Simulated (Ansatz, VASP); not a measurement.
# C in VASP and in Ansatz

INCAR

```
SYSTEM = C
  PREC = Accurate
  ENCUT = 520
  EDIFF = 1E-6
  ISMEAR = 0
  SIGMA = 0.02
  LREAL = .FALSE.
  LASPH = .TRUE.
  NELM = 60
  ALGO = Normal
  ISIF = 2
  LWAVE = .FALSE.
  LCHARG = .TRUE.
  GGA = PE
  LELF = .TRUE.
  LVHAR = .TRUE.
  NBANDS = 11
```

The input KPOINTS:

```
Automatic mesh
0
G
  12 12 12
  0 0 0
```

The input POSCAR:

```
C
1.0
    0.0000000000      1.7112430133      1.7112430133
    1.7112430133      0.0000000000      1.7112430133
    1.7112430133      1.7112430133      0.0000000000
C
2
Direct
    0.0000000000      0.0000000000      0.0000000000
    0.2500000000      0.2500000000      0.2500000000
```

Input for Ansatz:

```yaml
crystal:
  lattice:
    - [0.0, 1.7112430133, 1.7112430133]
    - [1.7112430133, 0.0, 1.7112430133]
    - [1.7112430133, 1.7112430133, 0.0]
  atoms:
    - { symbol: C, position: [0.0, 0.0, 0.0] }
    - { symbol: C, position: [0.25, 0.25, 0.25] }
basis:
  ecutwfc: 420
kpoints:
  mp_grid: { grid: [12, 12, 12] }
hamiltonian:
  xc: pbe
scf:
  occupations: { method: gaussian, width: 0.02 }
output:
  forces: true
  stress: true
  eigenvalues: true
```

Alike in both runs: task single point; functional PBE; k mesh 12 × 12 × 12; occupations gaussian, width 0.02 eV; no spin polarisation.

|  | VASP | Ansatz |
| --- | --- | --- |
| version | VASP 6.6.1 | Ansatz 0.2.0 |
| potentials or method | VASP PAW PBE potentials, release 64 (C) | scalar-relativistic, plane waves, PAW |
| plane-wave cutoff (eV) | 520 | 420 |
| valence electrons in the cell | 8 | 8 |

|  | VASP | Ansatz | Ansatz less VASP |
| --- | --- | --- | --- |
| gap on the k mesh at the Fermi level (eV) | 4.45 | 4.46 | +0.011 |
| least direct gap on the mesh (eV) | 5.93 | 5.94 | +0.008 |
